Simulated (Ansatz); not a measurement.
ZrS:

```
Zr S
1.0
     0.00000    2.62500    2.62500
     2.62500    0.00000    2.62500
     2.62500    2.62500    0.00000
Zr S
1 1
Direct
  0.00000 0.00000 0.00000
  0.50000 0.50000 0.50000
```

Program: Ansatz 0.2.0. Alike in all runs: potentials or basis Ansatz PAW; cell as given; k mesh 9 × 9 × 9; cutoff (eV) 420.

Task: Order these runs on this cell by their pressure, lowest first.
A. level PBEsol+U; spin off; U Zr d U = 3 eV; smearing fermi-dirac 0.05 eV; double counting fll (the default); hubbard projectors ortho-atomic (the default)
B. level BLYP; spin off; smearing fermi-dirac 0.05 eV; points for each segment of the path 14
C. level LDA+U; spin SOC, no magnetisation; U Zr d U = 8 eV; smearing cold 0.025 eV; double counting fll (the default); hubbard projectors ortho-atomic (the default)
D. level PBEsol; spin off; smearing fermi-dirac 0.05 eV
E. level PBEsol+D3(BJ)+ATM+U; spin off; U Zr d U = 5 eV; smearing methfessel-paxton 0.05 eV; double counting amf; hubbard projectors ortho-atomic (the default)

Result: E (-9.1 GPa), D (-6.5 GPa), A (-3.2 GPa), C (1.0 GPa), B (5.4 GPa).

Caveats: the PAW data sets come from PBE, with cores solved anew for the run's functional, which leaves a small shift of forces and pressure; U without spin polarisation on a metal has little footing (some runs); pairwise dispersion overbinds metals, which lowers pressure and volume (some runs); the potentials were made for another functional, which shifts forces and pressure (some runs).

Not every run made on this cell is shown here.
